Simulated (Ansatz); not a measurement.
# Au: the order of phases, without relativity, part 2 of 3

Aim: relax Au in several structures (fcc, bcc, hcp, sc, diamond) and rank them by energy, without relativity. The runs shown use LAPW. Companion runs by PAW are cited.

Ansatz 0.2.0; DFT PBE; a cell built from a prototype (fcc type), not taken from measurement. Earlier steps stand in the parts before.

## 3. Bcc relaxed, LAPW

The input, input.yaml:

```yaml
crystal:
  lattice:
    - [-1.6508035344, 1.6508035344, 1.6508035344]
    - [1.6508035344, -1.6508035344, 1.6508035344]
    - [1.6508035344, 1.6508035344, -1.6508035344]
  atoms:
    - { symbol: Au, position: [0.0, 0.0, 0.0] }
kpoints:
  mp_grid: { grid: [18, 18, 18] }
scf:
  occupations: { method: fermi_dirac, width: 0.05 }
hamiltonian:
  xc: pbe
  pseudopotentials:
    kind: all_electron
    lapw: { basis_error: 0.0005 }
    relativity: none
output:
  forces: true
  stress: true
  eigenvalues: true
  populations: true
relax:
  f_tol: 0.005
  max_steps: 25
  cell: {}
```

Run with:

```
> ansatz run input.yaml --threads 1 --pin off --max-ram 3072MiB --backend cpu --events-out ev --progress --plain --runs-dir out
```

Output:

```text
The last accepted step is kept in <dir> (removed where the run ends without a failure and the disk answers)
Au: projections on atomic orbitals take those of the free atom 1s2 2s2 2p6 3s2 3p6 3d10 4s2 4p6 4d10 4f14 5s2 5p6 5d10 6s1, of charge +0.00 (hamiltonian.pseudopotentials.projection_atoms)
LAPW: plane waves up to 8.750 Å⁻¹, error target 5.0e-4 eV per atom; Au in spheres of 1.387 Å, 43 of its electrons in bands, Dirac shells []
Engine: ansatz 0.2.0
Pseudopotentials: kind: all_electron
Pseudopotential: Au, LAPW, valence charge 43, Schrödinger's equation, point nucleus
Functional definition: PBE
  parameter kappa = 0.804
  parameter beta = 0.06672455060314922
  exchange = pbe_x(kappa = kappa, mu = beta*pi^2/3)
  correlation = pbe_c(beta = beta)
Crystal: 1 atoms, lattice volume = 17.995 Å³
Basis set: ecut = 291.67211863196115 eV, 201 PW (Γ), exchange–correlation at level 2
Bands: 26, of which v1, the nominal top of the filled ones, is band 22 counted from 1 (21 counted from 0)
Symmetry: 48 space group operations
Space group: Im-3m (ITA 229), of the structure as read, at distance tolerance 2.6e-5 Å
k-points: 195 of 5832
Non-local potential: Au, projectors of the file, none
Initial density: superposition of atomic densities (chi_scale 0.1, normalization cell)
Initial wavefunctions: plane waves of lowest kinetic energy (no species holds an atomic orbital)
Functional: x = pbe(κ = 0.804, μ = 0.2195149727645171), c = pbe(β = 0.06672455060314922)
iter 1 solved again at ethr=1.94e-4 eV; its pass at ethr=1.00e-1 eV (dr2=8.36e-2 eV) is discarded
SCF iter   1: F=—  HF=-486246.309021 eV  |F-HF|=—  |Δ(HF+E_count)|=         —  Δρ=2.53e-2  dr2=8.37e-2  ethr=1.94e-4  ⟨swp⟩=3.0  Hψ=31921  notcnv=0
preconditioner: auto → Kerker (q_TF=auto, 3.155 Å⁻¹)  [metal: Δε(μ)=0.035 eV  Ē_g=16.419 eV  σ=0.050 eV  W_gap=0.17  n_scr=12 (ndim 8)  ℏωp=29.0 eV  f_vac=0.016  D(μ)=0.50/eV (n_scr^D=0)]
SCF iter   2: F=—  HF=-486246.132820 eV  |F-HF|=—  |Δ(HF+E_count)|=   1.76e-1  Δρ=8.66e-3  dr2=1.30e-2  ethr=1.94e-4  ⟨swp⟩=2.0  Hψ=15462  notcnv=0
SCF iter   3: F=—  HF=-486246.123544 eV  |F-HF|=—  |Δ(HF+E_count)|=   9.28e-3  Δρ=8.24e-3  dr2=1.20e-2  ethr=3.02e-5  ⟨swp⟩=2.0  Hψ=14584  notcnv=0
SCF iter   4: F=—  HF=-486246.123115 eV  |F-HF|=—  |Δ(HF+E_count)|=   4.28e-4  Δρ=5.07e-3  dr2=5.05e-3  ethr=2.79e-5  ⟨swp⟩=2.0  Hψ=14459  notcnv=0
SCF iter   5: F=—  HF=-486246.123023 eV  |F-HF|=—  |Δ(HF+E_count)|=   9.28e-5  Δρ=1.99e-3  dr2=8.76e-4  ethr=1.17e-5  ⟨swp⟩=2.0  Hψ=14146  notcnv=0  defer=1
iter 6 solved again at ethr=4.46e-8 eV; its pass at ethr=2.04e-6 eV (dr2=1.92e-5 eV) is discarded
SCF iter   6: F=—  HF=-486246.123189 eV  |F-HF|=—  |Δ(HF+E_count)|=   1.67e-4  Δρ=3.40e-4  dr2=1.92e-5  ethr=4.46e-8  ⟨swp⟩=2.0  Hψ=25045  notcnv=0
SCF iter   7: F=—  HF=-486246.123190 eV  |F-HF|=—  |Δ(HF+E_count)|=   1.13e-6  Δρ=5.70e-5  dr2=3.94e-7  ethr=4.45e-8  ⟨swp⟩=2.0  Hψ=14579  notcnv=0
SCF iter   8: F=-486246.123190 eV  HF=-486246.123190 eV  |F-HF|=2.27e-9  |Δ(HF+E_count)|=   7.57e-8  Δρ=5.78e-6  dr2=2.61e-9  ethr=9.16e-10  ⟨swp⟩=2.6  Hψ=14738  notcnv=0
SCF 1 converged in 8 iterations: F = -486246.123190 eV  dr2 = 2.61e-9
relax step   1: F+E_penalty+E_count = -486246.12319030 eV  Δ(F+E_penalty+E_count) = +0.000e0 eV  max|allowed force component| = 0.000e0 eV/Å  Δτ_max = 0.0000 Å  P = +24.099 GPa  Ω = 17.995 Å³  (8 SCF iters, accepted)
Crystal: 1 atoms, lattice volume = 20.757 Å³
Basis set: ecut = 265.1862295974337 eV, 201 PW (Γ), exchange–correlation at level 2
Initial density: handed on by an earlier stage of this run
Initial wavefunctions: those handed on with the density
iter 1 solved again at ethr=1.31e-6 eV; its pass at ethr=1.00e-1 eV (dr2=5.62e-4 eV) is discarded
SCF iter   1: F=—  HF=-486246.345085 eV  |F-HF|=—  |Δ(HF+E_count)|=         —  Δρ=1.80e-3  dr2=5.57e-4  ethr=1.31e-6  ⟨swp⟩=4.9  Hψ=27945  notcnv=0
preconditioner: auto → Kerker (q_TF=auto, 3.080 Å⁻¹)  [metal: Δε(μ)=0.001 eV  Ē_g=15.516 eV  σ=0.050 eV  W_gap=0.00  n_scr=12 (ndim 8)  ℏωp=27.0 eV  f_vac=0.000  D(μ)=0.55/eV (n_scr^D=0)]
SCF iter   2: F=—  HF=-486246.344913 eV  |F-HF|=—  |Δ(HF+E_count)|=   1.72e-4  Δρ=1.11e-3  dr2=2.50e-4  ethr=1.29e-6  ⟨swp⟩=2.0  Hψ=14709  notcnv=0
SCF iter   3: F=—  HF=-486246.344931 eV  |F-HF|=—  |Δ(HF+E_count)|=   1.81e-5  Δρ=6.56e-4  dr2=1.04e-4  ethr=5.81e-7  ⟨swp⟩=2.0  Hψ=14709  notcnv=0
SCF iter   4: F=—  HF=-486246.344900 eV  |F-HF|=—  |Δ(HF+E_count)|=   3.09e-5  Δρ=3.48e-4  dr2=3.32e-5  ethr=2.42e-7  ⟨swp⟩=2.0  Hψ=14709  notcnv=0
SCF iter   5: F=—  HF=-486246.344913 eV  |F-HF|=—  |Δ(HF+E_count)|=   1.36e-5  Δρ=1.15e-4  dr2=3.61e-6  ethr=7.73e-8  ⟨swp⟩=2.1  Hψ=14719  notcnv=0
iter 6 solved again at ethr=5.31e-10 eV; its pass at ethr=8.40e-9 eV (dr2=2.28e-7 eV) is discarded
SCF iter   6: F=—  HF=-486246.344913 eV  |F-HF|=—  |Δ(HF+E_count)|=   7.74e-7  Δρ=4.04e-5  dr2=2.28e-7  ethr=5.31e-10  ⟨swp⟩=2.0  Hψ=25195  notcnv=0
SCF iter   7: F=-486246.344913 eV  HF=-486246.344913 eV  |F-HF|=6.00e-9  |Δ(HF+E_count)|=   7.50e-8  Δρ=9.88e-6  dr2=1.20e-8  ethr=5.31e-10  ⟨swp⟩=2.2  Hψ=14747  notcnv=0
SCF 2 converged in 7 iterations: F = -486246.344913 eV  dr2 = 1.20e-8
relax step   2: F+E_penalty+E_count = -486246.34491271 eV  Δ(F+E_penalty+E_count) = -2.217e-1 eV  max|allowed force component| = 0.000e0 eV/Å  Δτ_max = 0.0000 Å  P = +4.483 GPa  Ω = 20.757 Å³  (7 SCF iters, accepted)
Crystal: 1 atoms, lattice volume = 21.510 Å³
Basis set: ecut = 258.9563379193932 eV, 201 PW (Γ), exchange–correlation at level 2
iter 1 solved again at ethr=1.16e-7 eV; its pass at ethr=1.00e-1 eV (dr2=4.98e-5 eV) is discarded
SCF iter   1: F=—  HF=-486246.358781 eV  |F-HF|=—  |Δ(HF+E_count)|=         —  Δρ=4.84e-4  dr2=4.22e-5  ethr=1.16e-7  ⟨swp⟩=5.0  Hψ=27734  notcnv=0
preconditioner: auto → Kerker (q_TF=auto, 3.062 Å⁻¹)  [metal: Δε(μ)=0.023 eV  Ē_g=15.191 eV  σ=0.050 eV  W_gap=0.11  n_scr=12 (ndim 8)  ℏωp=26.6 eV  f_vac=0.010  D(μ)=0.48/eV (n_scr^D=0)]
SCF iter   2: F=—  HF=-486246.358744 eV  |F-HF|=—  |Δ(HF+E_count)|=   3.70e-5  Δρ=2.51e-4  dr2=1.39e-5  ethr=9.82e-8  ⟨swp⟩=2.0  Hψ=14721  notcnv=0
SCF iter   3: F=—  HF=-486246.358743 eV  |F-HF|=—  |Δ(HF+E_count)|=   1.36e-6  Δρ=1.93e-4  dr2=9.06e-6  ethr=3.23e-8  ⟨swp⟩=2.0  Hψ=14721  notcnv=0
SCF iter   4: F=—  HF=-486246.358741 eV  |F-HF|=—  |Δ(HF+E_count)|=   1.87e-6  Δρ=9.64e-5  dr2=2.67e-6  ethr=2.11e-8  ⟨swp⟩=2.0  Hψ=14721  notcnv=0
SCF iter   5: F=—  HF=-486246.358742 eV  |F-HF|=—  |Δ(HF+E_count)|=   8.28e-7  Δρ=3.79e-5  dr2=4.23e-7  ethr=6.22e-9  ⟨swp⟩=2.0  Hψ=14726  notcnv=0
iter 6 solved again at ethr=2.50e-11 eV; its pass at ethr=9.83e-10 eV (dr2=1.07e-8 eV) is discarded
SCF iter   6: F=-486246.358742 eV  HF=-486246.358742 eV  |F-HF|=3.14e-9  |Δ(HF+E_count)|=   1.11e-7  Δρ=9.01e-6  dr2=1.07e-8  ethr=2.50e-11  ⟨swp⟩=2.0  Hψ=25237  notcnv=0
SCF 3 converged in 6 iterations: F = -486246.358742 eV  dr2 = 1.07e-8
relax step   3: F+E_penalty+E_count = -486246.35874171 eV  Δ(F+E_penalty+E_count) = -1.383e-2 eV  max|allowed force component| = 0.000e0 eV/Å  Δτ_max = 0.0000 Å  P = +1.512 GPa  Ω = 21.510 Å³  (6 SCF iters, accepted)
Crystal: 1 atoms, lattice volume = 21.915 Å³
Basis set: ecut = 255.75716975450695 eV, 201 PW (Γ), exchange–correlation at level 2
iter 1 solved again at ethr=3.94e-8 eV; its pass at ethr=1.00e-1 eV (dr2=1.70e-5 eV) is discarded
SCF iter   1: F=—  HF=-486246.360850 eV  |F-HF|=—  |Δ(HF+E_count)|=         —  Δρ=2.41e-4  dr2=1.08e-5  ethr=3.94e-8  ⟨swp⟩=4.9  Hψ=27568  notcnv=0
preconditioner: auto → Kerker (q_TF=auto, 3.053 Å⁻¹)  [metal: Δε(μ)=0.059 eV  Ē_g=15.027 eV  σ=0.050 eV  W_gap=0.27  n_scr=12 (ndim 8)  ℏωp=26.3 eV  f_vac=0.025  D(μ)=0.44/eV (n_scr^D=0)]
SCF iter   2: F=—  HF=-486246.360839 eV  |F-HF|=—  |Δ(HF+E_count)|=   1.11e-5  Δρ=1.20e-4  dr2=3.32e-6  ethr=2.51e-8  ⟨swp⟩=2.0  Hψ=14730  notcnv=0
SCF iter   3: F=—  HF=-486246.360838 eV  |F-HF|=—  |Δ(HF+E_count)|=   6.96e-7  Δρ=9.65e-5  dr2=2.31e-6  ethr=7.73e-9  ⟨swp⟩=2.0  Hψ=14730  notcnv=0
SCF iter   4: F=—  HF=-486246.360838 eV  |F-HF|=—  |Δ(HF+E_count)|=   3.98e-7  Δρ=4.72e-5  dr2=6.60e-7  ethr=5.38e-9  ⟨swp⟩=2.0  Hψ=14730  notcnv=0
SCF iter   5: F=—  HF=-486246.360838 eV  |F-HF|=—  |Δ(HF+E_count)|=   1.72e-7  Δρ=1.97e-5  dr2=1.19e-7  ethr=1.54e-9  ⟨swp⟩=2.0  Hψ=14732  notcnv=0
iter 6 solved again at ethr=5.97e-12 eV; its pass at ethr=2.77e-10 eV (dr2=2.57e-9 eV) is discarded
SCF iter   6: F=-486246.360838 eV  HF=-486246.360838 eV  |F-HF|=4.66e-10  |Δ(HF+E_count)|=   3.88e-8  Δρ=4.31e-6  dr2=2.57e-9  ethr=5.97e-12  ⟨swp⟩=2.0  Hψ=25250  notcnv=0
SCF 4 converged in 6 iterations: F = -486246.360838 eV  dr2 = 2.57e-9
relax step   4: F+E_penalty+E_count = -486246.36083803 eV  Δ(F+E_penalty+E_count) = -2.096e-3 eV  max|allowed force component| = 0.000e0 eV/Å  Δτ_max = 0.0000 Å  P = +0.175 GPa  Ω = 21.915 Å³  (6 SCF iters, accepted)
Crystal: 1 atoms, lattice volume = 21.970 Å³
Basis set: ecut = 255.32916550413896 eV, 201 PW (Γ), exchange–correlation at level 2
iter 1 solved again at ethr=1.34e-9 eV; its pass at ethr=1.00e-1 eV (dr2=5.75e-7 eV) is discarded
SCF iter   1: F=—  HF=-486246.360869 eV  |F-HF|=—  |Δ(HF+E_count)|=         —  Δρ=3.12e-5  dr2=1.82e-7  ethr=1.34e-9  ⟨swp⟩=5.2  Hψ=27242  notcnv=0
preconditioner: auto → Kerker (q_TF=auto, 3.051 Å⁻¹)  [metal: Δε(μ)=0.063 eV  Ē_g=15.002 eV  σ=0.050 eV  W_gap=0.28  n_scr=12 (ndim 8)  ℏωp=26.3 eV  f_vac=0.025  D(μ)=0.44/eV (n_scr^D=0)]
SCF iter   2: F=-486246.360869 eV  HF=-486246.360869 eV  |F-HF|=3.70e-8  |Δ(HF+E_count)|=   1.07e-7  Δρ=1.48e-5  dr2=5.17e-8  ethr=4.22e-10  ⟨swp⟩=2.0  Hψ=14731  notcnv=0
SCF 5 converged in 2 iterations: F = -486246.360869 eV  dr2 = 5.17e-8
relax step   5: F+E_penalty+E_count = -486246.36086876 eV  Δ(F+E_penalty+E_count) = -3.073e-5 eV  max|allowed force component| = 0.000e0 eV/Å  Δτ_max = 0.0000 Å  P = +0.004 GPa  Ω = 21.970 Å³  (2 SCF iters, accepted)
iter 1 solved again at ethr=9.16e-11 eV; its pass at ethr=1.00e-1 eV (dr2=3.94e-8 eV) is discarded
SCF iter   1: F=—  HF=-486246.360869 eV  |F-HF|=—  |Δ(HF+E_count)|=         —  Δρ=1.42e-5  dr2=3.93e-8  ethr=9.16e-11  ⟨swp⟩=3.1  Hψ=24389  notcnv=0
preconditioner: auto → Kerker (q_TF=auto, 3.051 Å⁻¹)  [metal: Δε(μ)=0.063 eV  Ē_g=15.001 eV  σ=0.050 eV  W_gap=0.28  n_scr=12 (ndim 8)  ℏωp=26.3 eV  f_vac=0.025  D(μ)=0.44/eV (n_scr^D=0)]
SCF iter   2: F=-486246.360869 eV  HF=-486246.360869 eV  |F-HF|=1.18e-8  |Δ(HF+E_count)|=   8.30e-8  Δρ=1.15e-5  dr2=2.91e-8  ethr=9.15e-11  ⟨swp⟩=2.0  Hψ=14731  notcnv=0
SCF 6 converged in 2 iterations: F = -486246.360869 eV  dr2 = 2.91e-8
relax step   6: F+E_penalty+E_count = -486246.36086916 eV  Δ(F+E_penalty+E_count) = -3.970e-7 eV  max|allowed force component| = 0.000e0 eV/Å  Δτ_max = 0.0000 Å  P = +0.005 GPa  Ω = 21.970 Å³  stress off target by 4.66e-3 GPa  SCF on the basis re-selected at this cell (its energy is not comparable with the rows above)  (2 SCF iters)
basis re-selected at this cell: Δ(F+E_penalty+E_count) = -3.970e-7 eV, ΔP = +0.001 GPa vs the last step (what re-selecting the basis moved, after the strain that the cell walked since its last selection, with what the two solves' SCF thresholds leave and, on support functions, any second-order correction that the steps lacked; it is no measure of the basis error at this ecutwfc). This SCF's stress stands 4.66e-3 GPa from its target on what of the cell is left free (relax.cell.stress_tol is 5.00e-2 GPa) and its largest allowed force component is 0.00e0 eV/Å (relax.f_tol is 5.00e-3 eV/Å): within both
SCF converged after 2 iterations
Free energy (F): -486246.360869 eV
Harris-Foulkes:  -486246.360869 eV  (|F-HF|=1.18e-8)
Internal energy: -486246.357203 eV  (E = F + TS)
E sigma→0 (E₀):  -486246.359036 eV
Entropy (-TS):   -0.003666 eV (-3.666 meV/atom)
Fermi energy:    19.270503 eV
--- Per-component energies (eV) ---
  E_band       = -4230.993938
  E_kinetic    = 486126.967633
  E_xc         = -9304.754479
  E_electrostatic = -963068.570358  (all electrons and nuclei)
  E_smearing   = -0.003666  (= −TS)
  E_closure    = 0.000000  (closes the sum)
  E_atoms      = -486243.963681  (free atoms, spherical and without spin; not in F)
  Σ components = -486246.360869   (vs F -486246.360869, Δ=0.00e0)
  Basis errors (estimates in eV, not in F): energy 1.2e-4 per atom: plane waves 1.1e-4 (6.0e-5 summed), levels above the bands 3.7e-108, relativity 0.0e0, radial functions 4.2e-6, core shells 1.8e-8; eigenvalues (radial functions only) 5.7e-6; not estimated: angular momenta, meshes, grids; target (lapw.basis_error) 5.0e-4; muffin-tin radii Au 1.482 Å
--- Forces (eV/Å), atoms counted from 1 ---
  atom   1  Au    -0.00000000    -0.00000000     0.00000000
  max |Σ_I F_I| component: 3.53e-31 eV/Å
--- Stress (GPa, compression-positive) ---
        0.004662       0.000000       0.000000
        0.000000       0.004662      -0.000000
        0.000000      -0.000000       0.004662
  P = ⅓ Tr σ = 0.0047 GPa (0.047 kbar)
--- Band table (eV; the first three rows and the last of 195) ---
  k-point 0: bands = ["-307.5080", "-307.5080", "-307.5080", "-307.5003", "-307.5003", "-71.7963", "-71.7913", "-71.7913", "-71.7913", "-71.7871", "-71.7871", "-71.7871", "-61.8540", "-31.5096", "-31.5096", "-31.5096", "12.8475", "14.0609", "14.0609", "14.0609", "15.2618", "15.2618", "34.3617", "34.3617", "34.3617", "40.0484"]
  k-point 1: bands = ["-307.5080", "-307.5080", "-307.5080", "-307.5003", "-307.5003", "-71.7963", "-71.7913", "-71.7913", "-71.7913", "-71.7871", "-71.7871", "-71.7871", "-61.8535", "-31.5135", "-31.5111", "-31.5096", "12.9333", "14.0395", "14.0670", "14.1136", "15.2377", "15.2632", "34.2218", "34.3560", "34.4431", "38.8209"]
  k-point 2: bands = ["-307.5080", "-307.5080", "-307.5080", "-307.5003", "-307.5003", "-71.7964", "-71.7913", "-71.7913", "-71.7913", "-71.7871", "-71.7871", "-71.7871", "-61.8521", "-31.5248", "-31.5152", "-31.5094", "13.1676", "13.9788", "14.1004", "14.2683", "15.1787", "15.2677", "33.6543", "34.2367", "34.6772", "37.8297"]
  k-point 194: bands = ["-307.5080", "-307.5080", "-307.5080", "-307.5003", "-307.5003", "-71.7966", "-71.7912", "-71.7912", "-71.7912", "-71.7872", "-71.7872", "-71.7872", "-61.8248", "-31.6095", "-31.6095", "-31.6095", "12.9281", "12.9281", "15.9502", "15.9502", "15.9502", "25.2117", "25.2117", "25.2117", "30.5126", "31.3711"]
--- Relaxed structure (5 steps of the walk, 5 accepted, 1 SCFs on fresh bases) ---
  F+E_penalty+E_count = -486246.36086916 eV   max|allowed force component| = 0.000e0 eV/Å   (the final SCF, on the basis selected at the relaxed cell)
  cell:  # Å, volume = 21.9704 Å³
    - [-1.7643820680127649, 1.7643820680127649, 1.7643820680127649]
    - [1.7643820680127649, -1.7643820680127649, 1.7643820680127649]
    - [1.7643820680127649, 1.7643820680127649, -1.7643820680127649]
  atoms:
    - { symbol: Au, position: [0.0, 0.0, 0.0] }
--- Löwdin populations: 1 site ---
  site symbol       q [e]
     0     Au     78.8952
  spilling = 0.001326 (of n_electrons = 79.000000)
```

Run time: 2.2 min. Hardware: 1 thread of Arm Neoverse V1, shared host; peak memory 0.47 GiB.

The steps of the relaxation:

```
step  energy from step 1 (eV/cell)  largest force component (eV/Å)  pressure (GPa)  volume (Å³)
   1                        0.0000                          0.0000           24.10        17.99
   2                       -0.2217                          0.0000            4.48        20.76
   3                       -0.2356                          0.0000            1.51        21.51
   4                       -0.2376                          0.0000            0.17        21.92
   5                       -0.2377                          0.0000            0.00        21.97
   6                       -0.2377                          0.0000            0.00        21.97
```

Step 1 is the start. Step 6 repeats the geometry before on a plane-wave basis chosen anew for that cell, so the energy can jump there without any move; the table keeps such jumps.

| input's cell | before | after | change |
| --- | --- | --- | --- |
| a (Å) | 2.859 | 3.056 | +6.9 % |
| b (Å) | 2.859 | 3.056 | +6.9 % |
| c (Å) | 2.859 | 3.056 | +6.9 % |
| volume (Å³/atom) | 17.99 | 21.97 | +22.1 % |

This run gives: pressure 0.00 GPa; no gap.

## 4. Hcp relaxed, LAPW

The input, input.yaml:

```yaml
crystal:
  lattice:
    - [2.9280809877, 0.0, 0.0]
    - [-1.4640404938, 2.5357925197, 0.0]
    - [0.0, 0.0, 4.8506766355]
  atoms:
    - { symbol: Au, position: [0.3333333333, 0.6666666667, 0.25] }
    - { symbol: Au, position: [0.6666666667, 0.3333333333, 0.75] }
kpoints:
  mp_grid: { grid: [16, 16, 9] }
scf:
  occupations: { method: fermi_dirac, width: 0.05 }
hamiltonian:
  xc: pbe
  pseudopotentials:
    kind: all_electron
    lapw: { basis_error: 0.0005 }
    relativity: none
output:
  forces: true
  stress: true
  eigenvalues: true
  populations: true
relax:
  f_tol: 0.005
  max_steps: 25
  cell: {}
```

Run with:

```
> ansatz run input.yaml --threads 1 --pin off --max-ram 3072MiB --backend cpu --events-out ev --progress --plain --runs-dir out
```

Output (excerpt; [...] marks lines left out):

```text
[...]
Au: projections on atomic orbitals take those of the free atom 1s2 2s2 2p6 3s2 3p6 3d10 4s2 4p6 4d10 4f14 5s2 5p6 5d10 6s1, of charge +0.00 (hamiltonian.pseudopotentials.projection_atoms)
LAPW: plane waves up to 8.515 Å⁻¹, error target 5.0e-4 eV per atom; Au in spheres of 1.420 Å, 43 of its electrons in bands, Dirac shells []
[...]
[... 1 set-up line as earlier in the session ...]
[...]
relax step   4: F+E_penalty+E_count = -972492.78182290 eV  Δ(F+E_penalty+E_count) = -3.737e-3 eV  max|allowed force component| = 4.337e-18 eV/Å  Δτ_max = 0.0000 Å  P = -0.070 GPa  Ω = 43.623 Å³  (5 SCF iters, accepted)
[...]
relax step   5: F+E_penalty+E_count = -972492.78187537 eV  Δ(F+E_penalty+E_count) = -5.246e-5 eV  max|allowed force component| = 2.891e-18 eV/Å  Δτ_max = 0.0000 Å  P = -0.021 GPa  Ω = 43.592 Å³  (2 SCF iters, accepted)
[...]
```

## 5. The log goes on: hcp relaxed, LAPW

Output, continued (excerpt; [...] marks lines left out):

```text
SCF iter   1: F=—  HF=-972492.781908 eV  |F-HF|=—  |Δ(HF+E_count)|=         —  Δρ=3.41e-5  dr2=7.09e-7  ethr=3.74e-9  ⟨swp⟩=5.1  Hψ=43279  notcnv=0
[...]
relax step   6: F+E_penalty+E_count = -972492.78190880 eV  Δ(F+E_penalty+E_count) = -3.343e-5 eV  max|allowed force component| = 1.156e-17 eV/Å  Δτ_max = 0.0000 Å  P = +0.009 GPa  Ω = 43.574 Å³  (2 SCF iters, accepted)
[...]
  cell:  # Å, volume = 43.5736 Å³
    - [3.1362228360457896, -3.091949657884716e-11, 0.0]
    - [-1.5681114179961173, 2.7160486479599912, 0.0]
    - [0.0, 0.0, 5.1153955257680535]
  atoms:
    - { symbol: Au, position: [0.3333333333333333, 0.6666666666666665, 0.25] }
    - { symbol: Au, position: [0.6666666666666666, 0.3333333333333333, 0.75] }
--- Löwdin populations: 2 sites ---
  site symbol       q [e]
     0     Au     78.8952
     1     Au     78.8952
  spilling = 0.001326 (of n_electrons = 158.000000)
```

Run time: 7.1 min. Hardware: 1 thread of Arm Neoverse V1, shared host; peak memory 0.79 GiB.

Step by step:

```
step  energy from step 1 (eV/cell)  largest force component (eV/Å)  pressure (GPa)  volume (Å³)
   1                        0.0000                          0.0000           23.37        36.02
   2                       -0.4168                          0.0000            4.27        41.35
   3                       -0.4416                          0.0000            1.39        42.76
   4                       -0.4453                          0.0000           -0.07        43.62
   5                       -0.4454                          0.0000           -0.02        43.59
   6                       -0.4454                          0.0000            0.01        43.57
   7                       -0.4454                          0.0000            0.01        43.57
```

Step 1 is the start. Step 7 repeats the geometry before on a plane-wave basis chosen anew for that cell, so the energy can jump there without any move; the table keeps such jumps.

| input's cell | before | after | change |
| --- | --- | --- | --- |
| a (Å) | 2.928 | 3.136 | +7.1 % |
| b (Å) | 2.928 | 3.136 | +7.1 % |
| c (Å) | 4.851 | 5.115 | +5.5 % |
| volume (Å³/atom) | 18.01 | 21.79 | +21.0 % |

Result: pressure 0.01 GPa; no gap.

(Continued in part 3 of 3.)
